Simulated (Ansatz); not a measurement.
Crystal: WS2, a slab with vacuum.

```
W S
1.0
     3.18295    0.00000    0.00000
    -1.59148    2.75652    0.00000
     0.00000    0.00000   28.53222
W S
3 6
Cartesian
  1.5915 0.9188 12.3933
  1.5915 0.9188 25.2662
  0.0000 0.0000 18.8109
  1.5915 0.9188 17.2513
  0.0000 0.0000 10.8340
  0.0000 0.0000 23.7059
  1.5915 0.9188 20.3706
  0.0000 0.0000 13.9531
  0.0000 0.0000 26.8256
```

Base run:

- Program: Ansatz 0.2.0
- Functional: r2SCAN
- Potentials or basis: Ansatz PAW
- Cutoff: 500 eV
- Density cutoff: 2000 eV
- k mesh: 7 × 7 × 1
- Occupations: fermi-dirac, width 0.05 eV
- Spin: no spin polarisation

Its results: band gap on the k mesh 1.58 eV, indirect (least direct gap 2.51 eV); largest force 0.038 eV/Å.

**Question.** The run is repeated on the same cell with these changes: hubbard terms from none to W d U = 2 eV; hubbard projectors from none to ortho-atomic (the default). What comes out?

**Answer.** Band gap on the k mesh 1.65 eV, indirect (least direct gap 2.44 eV); largest force 0.027 eV/Å.

The U term pushes filled and empty states of the shell apart.

Caveats: odd divisions of the mesh miss points on the zone boundary, where band edges often lie, so the gap on the mesh can be too wide; spin-orbit coupling is left out, which moves the levels of the heavy elements; the PAW data sets come from PBE, with cores solved anew for the run's functional, which leaves a small shift of forces and pressure; the density of states is complete only up to the lowest level of the last band computed.

A k mesh can miss the band edges.

Not every run made on this cell is shown here.
